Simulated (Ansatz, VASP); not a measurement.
SiNi in VASP and in Ansatz

Contents of INCAR:

```
  ALGO = Normal
  EDIFF = 1E-7
  ENCUT = 520
  GGA = PE
  ISIF = 2
  ISMEAR = -1
  ISPIN = 2
  LASPH = T
  LCHARG = F
  LMAXMIX = 4
  LORBIT = 11
  LREAL = F
  LWAVE = F
  MAGMOM = 1 1 0 0
  NBANDS = 26
  NELM = 100
  PREC = Accurate
  SIGMA = 0.05
```

File KPOINTS:

```
k-points
0
Gamma
  9 8 6
```

Contents of POSCAR:

```
SiNi
1.0
    2.9029986135      0.0000000000      0.0000000000
    0.0000000000      3.2359913818      0.0000000000
    0.0000000000      0.0000000000      4.6142302706
Ni Si
2 2
Direct
    0.5000000000      0.5000000000      0.3424955900
    0.0000000000      0.0000000000      0.6575044100
    0.5000000000      0.5000000000      0.8431431600
    0.0000000000      0.0000000000      0.1568568400
```

input.yaml

```yaml
crystal:
  lattice:
    - [2.9029986135, 0.0, 0.0]
    - [0.0, 3.2359913818, 0.0]
    - [0.0, 0.0, 4.6142302706]
  atoms:
    - { symbol: Ni, position: [0.5, 0.5, 0.34249559], spin: 1.0 }
    - { symbol: Ni, position: [0.0, 0.0, 0.65750441], spin: 1.0 }
    - { symbol: Si, position: [0.5, 0.5, 0.84314316] }
    - { symbol: Si, position: [0.0, 0.0, 0.15685684] }
hamiltonian:
  xc: pbe
  pseudopotentials: { kind: paw }
magnetization:
  spin_polarized: true
kpoints:
  mp_grid: { grid: [9, 8, 6] }
scf:
  occupations: { method: fermi_dirac, width: 0.05 }
output:
  forces: true
  stress: true
  eigenvalues: true
```

Change from the starting cell: volume scaled by 0.96.

Alike in both runs: task single point; functional PBE; k mesh 9 × 8 × 6; occupations fermi-dirac, width 0.05 eV; collinear spin, ferromagnetic start.

|  | VASP | Ansatz |
| --- | --- | --- |
| version | VASP 6.6.1 | Ansatz 0.2.0 |
| potentials or method | VASP PAW PBE potentials, release 64 (Ni, Si) | Ansatz PAW |
| plane-wave cutoff (eV) | 520 | 420 |
| valence electrons in the cell | 28 | 44 |

Ansatz gave:

| Quantity | Value |
| --- | --- |
| gap on the k mesh at the Fermi level (eV) | none |
| pressure (GPa) | 16.3 |
| largest component of the traceless stress (GPa) | 1.44 |
| rms of the force components (eV/Å) | 0.085 |
| net moment per atom (μB) | 0.00 |

Task: Which values does VASP return?

Result: gap on the k mesh at the Fermi level (eV): none; pressure (GPa): 16.2; largest component of the traceless stress (GPa): 1.55; rms of the force components (eV/Å): 0.089; net moment per atom (μB): 0.00.

Atom by atom the forces differ by 0.005 eV/Å (rms over components). A gap of «none» marks a metal or a gap that the smearing closes. The two sets of potentials don't hold the same shells in valence.

Caveats: the starting moments weren't kept (Ansatz).
